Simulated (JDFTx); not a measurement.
The system is Cu.

```xyz
1
Lattice="0.0000 1.8075 1.8075 1.8075 0.0000 1.8075 1.8075 1.8075 0.0000" Properties=species:S:1:pos:R:3 pbc="T T T"
Cu    0.0000    0.0000    0.0000
```

* Program: JDFTx 1.7.0 (patched build)
* Task: relaxation of cell and atoms
* Functional: PBE
* Potentials or basis: SG15-PBE-1.2 with smoothed tails
* Cutoff: 1361 eV
* Density cutoff: 5442 eV
* k mesh: 6 × 6 × 6
* Occupations: fermi-dirac, width 0.05 eV
* Spin: no spin polarisation

At the start: pressure 3.1 GPa; volume 11.81 Å³/atom.

Problem. Where does the relaxation end?

Solution. Over 5 steps the energy falls by 2.5 meV/atom and the volume is 12.07 Å³/atom (+2.2 %); space group Fm-3m (No. 225, to 0.05 Å).

Step by step:
```tsv
step	energy change (eV)	largest force (eV/Å)	pressure (GPa)	volume (Å³)
1	0.0000	0.0000	3.14	11.81
2	-0.0009	0.0000	2.59	11.86
3	-0.0024	0.0000	-0.21	12.09
4	-0.0025	0.0000	-0.02	12.07
5	-0.0025	0.0000	-0.01	12.07
```

Final structure:
```
Cu
1.0
     0.00000    1.82053    1.82053
     1.82053    0.00000    1.82053
     1.82053    1.82053    0.00000
Cu
1
Direct
  0.00000 0.00000 0.00000
```

Caveat: the k mesh is coarse (spacing up to 0.50 Å⁻¹), so the values aren't converged.
